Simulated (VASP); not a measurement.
# GaN (P6_3mc) in VASP: relaxation of the atoms with PBE

Aim: the relaxation of the atoms of GaN with PBE.

Program: VASP 6.6.1. These are calculated values, not measurements. Logs are shortened: lines on timing, memory, paths and dates and some standing lists are left out, and cuts for length are marked.

**Experimental background.**

From “Studying electronic properties in GaN without electrical contacts using γ-γ vs e−-γ Perturbed Angular Correlations”, 2019, pmc:6823545, for a bulk crystal of GaN: band gap 3.503 ± 0.005 eV (direct).

The results are compared with them further down.

## 1. The structure

It takes space group P6_3mc (No. 186, hexagonal). Conventional cell: a = 3.180 Å, b = 3.180 Å, c = 5.166 Å, α = 90.00°, β = 90.00°, γ = 120.00°. Ga (site symmetry 3m) is surrounded by 4 N at 1.94 to 1.95 Å. N (site symmetry 3m) has 4 Ga at 1.94 to 1.95 Å as nearest neighbours.

## 2. Relaxation of the atoms, PBE

Input file INCAR:

```
ALGO = Normal ; EDIFF = 1E-7
EDIFFG = -0.002 ; ENCUT = 520
GGA = PE ; IBRION = 2
ISIF = 2 ; ISMEAR = 0
KPAR = 4 ; LASPH = T
LCHARG = F ; LREAL = F
LWAVE = F ; NELM = 60
NSW = 80 ; PREC = Accurate
SIGMA = 0.02
```

Input file KPOINTS:

```
k-points
0
Gamma
  12 12 6
```

Input file POSCAR:

```
GaN
1.0
    3.1800000000      0.0000000000      0.0000000000
   -1.5900000000      2.7539607800      0.0000000000
    0.0000000000      0.0000000000      5.1660000000
Ga N
2 2
Direct
    0.3333333300      0.6666666700      0.0000000000
    0.6666666700      0.3333333300      0.5000000000
    0.3333333300      0.6666666700      0.3750000000
    0.6666666700      0.3333333300      0.8750000000
```

Potentials or basis: VASP PAW PBE potentials, release 64 (Ga_d, N).

The run is started by

```
$ cat potpaw_PBE.64/Ga_d/POTCAR potpaw_PBE.64/N/POTCAR > POTCAR
$ mpirun -np 4 vasp_std > vasp.out
```

OUTCAR:

```text
EDIFF = 1E-7
   EDIFFG = -0.002
   ENCUT = 520
   GGA = PE
   IBRION = 2
   ISIF = 2
   ISMEAR = 0
   LASPH = T
   LREAL = F
   NELM = 60
   NSW = 80
   PREC = Accurate

 ion  position               nearest neighbor table
   1  0.333  0.667  0.000-   3 1.94   4 1.95   4 1.95   4 1.95
   2  0.667  0.333  0.500-   4 1.94   3 1.95   3 1.95   3 1.95
   3  0.333  0.667  0.375-   1 1.94   2 1.95   2 1.95   2 1.95
   4  0.667  0.333  0.875-   2 1.94   1 1.95   1 1.95   1 1.95

  LATTYP: Found a hexagonal cell.
 ALAT       =     3.1800000000
 C/A-ratio  =     1.6245283019

  Lattice vectors:

 A1 = (   3.1800000000,   0.0000000000,   0.0000000000)
 A2 = (  -1.5900000000,   2.7539607800,   0.0000000000)
 A3 = (   0.0000000000,   0.0000000000,   5.1660000000)

Analysis of symmetry for initial positions (statically):
=====================================================================
 Subroutine PRICEL returns:
 Original cell was already a primitive cell.

 Routine SETGRP: Setting up the symmetry group for a
 hexagonal supercell.

 Subroutine GETGRP returns: Found 12 space group operations
 (whereof  6 operations were pure point group operations)
 out of a pool of 24 trial point group operations.

The static configuration has the point symmetry C_3v.
 The point group associated with its full space group is C_6v.

Analysis of symmetry for dynamics (positions and initial velocities):
=====================================================================
 Subroutine PRICEL returns:
 Original cell was already a primitive cell.

 Routine SETGRP: Setting up the symmetry group for a
 hexagonal supercell.

 Subroutine GETGRP returns: Found 12 space group operations
 (whereof  6 operations were pure point group operations)
 out of a pool of 24 trial point group operations.

The dynamic configuration has the point symmetry C_3v.
 The point group associated with its full space group is C_6v.

 Subroutine INISYM returns: Found 12 space group operations
 (whereof  6 operations are pure point group operations),
 and found     1 'primitive' translations

----------------------------------------------------------------------------------------

                                     Primitive cell

  volume of cell :      45.2417

  direct lattice vectors                    reciprocal lattice vectors
     3.180000000  0.000000000  0.000000000     0.314465409  0.181556689  0.000000000
    -1.590000000  2.753960780  0.000000000     0.000000000  0.363113377  0.000000000
     0.000000000  0.000000000  5.166000000     0.000000000  0.000000000  0.193573364

  length of vectors
     3.180000000  3.179999997  5.166000000     0.363113377  0.363113377  0.193573364

  position of ions in fractional coordinates (direct lattice)
     0.333333330  0.666666670  0.000000000
     0.666666670  0.333333330  0.500000000
     0.333333330  0.666666670  0.375000000
     0.666666670  0.333333330  0.875000000

  ion indices of the primitive-cell ions
   primitive index   ion index
                 1           1
                 2           2
                 3           3
                 4           4

----------------------------------------------------------------------------------------

 KPOINTS: k-points

Automatic generation of k-mesh.
 Grid dimensions read from file:
 generate k-points for:   12   12    6

 Generating k-lattice:

  Cartesian coordinates                     Fractional coordinates (reciprocal lattice)
     0.026205451  0.015129724  0.000000000     0.083333333  0.000000000  0.000000000
     0.000000000  0.030259448  0.000000000     0.000000000  0.083333333  0.000000000
     0.000000000  0.000000000  0.032262227     0.000000000  0.000000000  0.166666667

  Length of vectors
     0.030259448  0.030259448  0.032262227

  Shift w.r.t. Gamma in fractional coordinates (k-lattice)
     0.000000000  0.000000000  0.000000000

 Subroutine IBZKPT returns following result:
 ===========================================

 Found     76 irreducible k-points:

 Following reciprocal coordinates:
            Coordinates               Weight
  0.000000  0.000000  0.000000      1.000000
  0.083333  0.000000  0.000000      6.000000
  0.166667 -0.000000  0.000000      6.000000
  0.250000 -0.000000  0.000000      6.000000
  0.333333  0.000000  0.000000      6.000000
  0.416667 -0.000000  0.000000      6.000000
[... 16 lines left out ...]
  0.250000 -0.000000  0.166667     12.000000
  0.333333  0.000000  0.166667     12.000000
 [... further k-points ...]
   k-points           NKPTS =     76   k-points in BZ     NKDIM =     76   number of bands    NBANDS=     22
   number of dos      NEDOS =    301   number of ions     NIONS =      4
   total plane-waves  NPLWV =  23040
   dimension x,y,z NGX =    24 NGY =   24 NGZ =   40
   dimension x,y,z NGXF=    48 NGYF=   48 NGZF=   80
   ions per type =               2   2
   NGX,Y,Z   is equivalent  to a cutoff of  12.55, 12.55, 12.87 a.u.
   NGXF,Y,Z  is equivalent  to a cutoff of  25.09, 25.09, 25.74 a.u.
 SYSTEM =  unknown system
   PREC   = accura    normal or accurate (medium, high low for compatibility)
   ISTART =      0    job   : 0-new  1-cont  2-samecut
   ICHARG =      2    charge: 1-file 2-atom 10-const
   ISPIN  =      1    spin polarized calculation?
   LNONCOLLINEAR =      F non collinear calculations
   LSORBIT =      F    spin-orbit coupling
   LASPH  =      T    aspherical Exc in radial PAW
   ENCUT  =  520.0 eV  38.22 Ry    6.18 a.u.   5.91  5.91  9.61*2*pi/ulx,y,z
   NELM   =     60;   NELMIN=  2; NELMDL= -5     # of ELM steps
   EDIFF  = 0.1E-06   stopping-criterion for ELM
   LREAL  =      F    real-space projection
   EDIFFG = -.2E-02   stopping-criterion for IOM
   NSW    =     80    number of steps for IOM
   IBRION =      2    ionic relax: 0-MD 1-quasi-New 2-CG
   NFREE  =      1    steps in history (QN), initial steepest desc. (CG)
   ISIF   =      2    stress and relaxation
   ISYM   =      2    0-nonsym 1-usesym 2-fastsym
   POTIM  = 0.5000    time-step for ionic-motion
   TEBEG  =    0.0;   TEEND  =   0.0 temperature during run
   PSTRESS=    0.0 pullay stress
   NELECT =      36.0000    total number of electrons
   NUPDOWN=      -1.0000    fix difference up-down
   EMIN   =  10.00;   EMAX   =-10.00  energy-range for DOS
   EFERMI =   0.00;   METHOD = LEGACY
   ISMEAR =     0;   SIGMA  =   0.02  broadening in eV -4-tet -1-fermi 0-gaus
   EFERMI_NEDOS =   21; number of points for ismear=-14 and -15
   IALGO  =     38    algorithm
   IMIX   =      4    mixing-type and parameters
     AMIX     =   0.40;   BMIX     =  1.00
     AMIX_MAG =   1.60;   BMIX_MAG =  1.00
  volume/ion in A,a.u.               =      11.31        76.33
  Fermi-wavevector in a.u.,A,eV,Ry     =   1.517036  2.866782 31.312427  2.301398
  Thomas-Fermi vector in A             =   2.626345
   LORBIT       =      0    0 simple, 1 ext, 2 COOP (PROOUT), +10 PAW based schemes
   GGA     = PE    functional components
   LHFCALC =     F    Hartree Fock is set to
   AEXX    =    0.0000 exact exchange contribution
   IVDW    =     0    specifies the selected vdW correction
   LEPSILON=     F    determine dielectric tensor
   LRPA    =     F    only Hartree local field effects (RPA)
 conjugate gradient relaxation of ions
 non-spin polarized calculation
 Gauss-broadening in eV      SIGMA  =   0.02
  energy-cutoff  :      520.00
  volume of cell :       45.24
 maximum number of plane-waves:      1236
 NGX is ok and might be reduce to    24
   NGX = 11   NGY = 11   NGZ = 19

--------------------------------------- Ionic step        1  -------------------------------------------

 number of electron      36.0000002 magnetization

 Free energy of the ion-electron system (eV)
  ---------------------------------------------------
  ext. energy  EPLUGINS =         0.00000000
  ---------------------------------------------------
  free energy    TOTEN  =       -24.28509774 eV

  energy without entropy =      -24.28509774  energy(sigma->0) =      -24.28509774

------------------------ aborting loop because EDIFF is reached ----------------------------------------

  FORCE on cell =-STRESS in cart. coord.  units (eV):
  Direction    XX          YY          ZZ          XY          YZ          ZX
  --------------------------------------------------------------------------------------
  -------------------------------------------------------------------------------------
  Total        1.8638947      1.8638946      2.4780818      0.0000000     -0.0000000      0.0000000
  in kB       66.0074068     66.0074066     87.7580459      0.0000000     -0.0000000      0.0000000
  external PRESSURE =      73.2576198 kB  Pullay stress =       0.0000000 kB

 VOLUME and BASIS-vectors are now :
 -----------------------------------------------------------------------------
  energy-cutoff  :      520.00
  volume of cell :       45.24
      direct lattice vectors                 reciprocal lattice vectors
     3.180000000  0.000000000  0.000000000     0.314465409  0.181556689  0.000000000
    -1.590000000  2.753960780  0.000000000     0.000000000  0.363113377  0.000000000
     0.000000000  0.000000000  5.166000000     0.000000000  0.000000000  0.193573364
[... 39 lines left out ...]
 POSITION                                       TOTAL-FORCE (eV/Angst)
 -----------------------------------------------------------------------------------
     -0.00000      1.83597      5.15950        -0.000000      0.000000      0.024840
      1.59000      0.91799      2.57650         0.000000      0.000000      0.024840
     -0.00000      1.83597      1.94375         0.000000      0.000000     -0.024840
      1.59000      0.91799      4.52675        -0.000000     -0.000000     -0.024840
 -----------------------------------------------------------------------------------
    total drift:                               -0.000011      0.000005      0.000390

  FREE ENERGIE OF THE ION-ELECTRON SYSTEM (eV)
  ---------------------------------------------------
  free  energy   TOTEN  =       -24.2864983980 eV

  energy  without entropy=      -24.2864983980  energy(sigma->0) =      -24.28649840

--------------------------------------- Ionic step        3  -------------------------------------------

 number of electron      36.0000002 magnetization

 Free energy of the ion-electron system (eV)
  ---------------------------------------------------
  ext. energy  EPLUGINS =         0.00000000
  ---------------------------------------------------
  free energy    TOTEN  =       -24.28655079 eV

  energy without entropy =      -24.28655079  energy(sigma->0) =      -24.28655079

 E-fermi :   5.5344     XC(G=0): -11.7220

 val. band max:        5.4212419922   @ k =   0.0000   0.0000   0.0000
 cond. band min:       7.4075070512   @ k =   0.0000   0.0000   0.0000
 fundamental gap:      1.9862650590
 Fermi energy:         5.5344259748

 k-point     1 :       0.0000    0.0000    0.0000
  band No.  band energies     occupation
      1     -10.6378      2.00000
      2      -9.6836      2.00000
      3      -8.0190      2.00000
      4      -8.0041      2.00000
      5      -8.0041      2.00000
      6      -7.9406      2.00000
[... 14 lines left out ...]
     21      14.6966      0.00000
     22      15.3536      0.00000
[... 552 lines left out ...]
  band No.  band energies     occupation
      1      -9.8496      2.00000
      2      -9.5382      2.00000
      3      -7.9550      2.00000
      4      -7.9207      2.00000
      5      -7.8633      2.00000
      6      -7.7936      2.00000
[... 14 lines left out ...]
     21      12.5061      0.00000
     22      13.7512      0.00000

 [... further k-points ...]

------------------------ aborting loop because EDIFF is reached ----------------------------------------

  FORCE on cell =-STRESS in cart. coord.  units (eV):
  Direction    XX          YY          ZZ          XY          YZ          ZX
  --------------------------------------------------------------------------------------
  -------------------------------------------------------------------------------------
  Total        1.9856765      1.9856765      2.2318357      0.0000000      0.0000000     -0.0000000
  in kB       70.3201513     70.3201510     79.0375602      0.0000000      0.0000000     -0.0000000
  external PRESSURE =      73.2259542 kB  Pullay stress =       0.0000000 kB

 VOLUME and BASIS-vectors are now :
 -----------------------------------------------------------------------------
  energy-cutoff  :      520.00
  volume of cell :       45.24
      direct lattice vectors                 reciprocal lattice vectors
     3.180000000  0.000000000  0.000000000     0.314465409  0.181556689  0.000000000
    -1.590000000  2.753960780  0.000000000     0.000000000  0.363113377  0.000000000
     0.000000000  0.000000000  5.166000000     0.000000000  0.000000000  0.193573364

 POSITION                                       TOTAL-FORCE (eV/Angst)
 -----------------------------------------------------------------------------------
     -0.00000      1.83597      5.16055        -0.000000      0.000000     -0.000072
      1.59000      0.91799      2.57755         0.000000     -0.000000     -0.000072
     -0.00000      1.83597      1.94270        -0.000000      0.000000      0.000072
      1.59000      0.91799      4.52570         0.000000     -0.000000      0.000072
 -----------------------------------------------------------------------------------
    total drift:                               -0.000011      0.000005     -0.000721

  FREE ENERGIE OF THE ION-ELECTRON SYSTEM (eV)
  ---------------------------------------------------
  free  energy   TOTEN  =       -24.2865507873 eV

  energy  without entropy=      -24.2865507873  energy(sigma->0) =      -24.28655079

 reached required accuracy - stopping structural energy minimisation
```

It took 36 s on 4 MPI ranks of AMD EPYC 9R14 (Zen 4), shared host; peak memory 0.18 GiB.

What came out:

| Quantity | Value |
| --- | --- |
| Free energy | -24.2866 eV |
| Energy gained by relaxing | 0.4 meV/atom |
| Ionic steps | 3 |
| Pressure after relaxing | 7.3 GPa |
| Band gap on the k mesh | 1.99 eV, direct |

Stress tensor (GPa, compression positive):
```
7.03 0.00 0.00
0.00 7.03 0.00
0.00 0.00 7.90
```

Step by step:
```csv
step,energy change (eV),largest force (eV/Å),pressure (GPa)
1,0.0000,0.1346,7.33
2,-0.0014,0.0248,7.33
3,-0.0015,0.0001,7.32
```

Final structure:
```xyz
4
Lattice="3.1800 0.0000 0.0000 -1.5900 2.7540 0.0000 0.0000 0.0000 5.1660" Properties=species:S:1:pos:R:3 pbc="T T T"
Ga    0.0000    1.8360    5.1605
Ga    1.5900    0.9180    2.5775
N     0.0000    1.8360    1.9427
N     1.5900    0.9180    4.5257
```

## 3. How close it comes

Step 2. A measured gap of GaN is 3.503 eV (direct; quoted in “Studying electronic properties in GaN without electrical contacts using γ-γ vs e−-γ Perturbed Angular Correlations”, 2019, pmc:6823545); the calculated 1.99 eV misses it by -1.52 eV. Spin-orbit coupling on Ga is left out. The value is that of PBE, without temperature or zero-point motion. Semilocal functionals fall short of measured gaps as a rule.
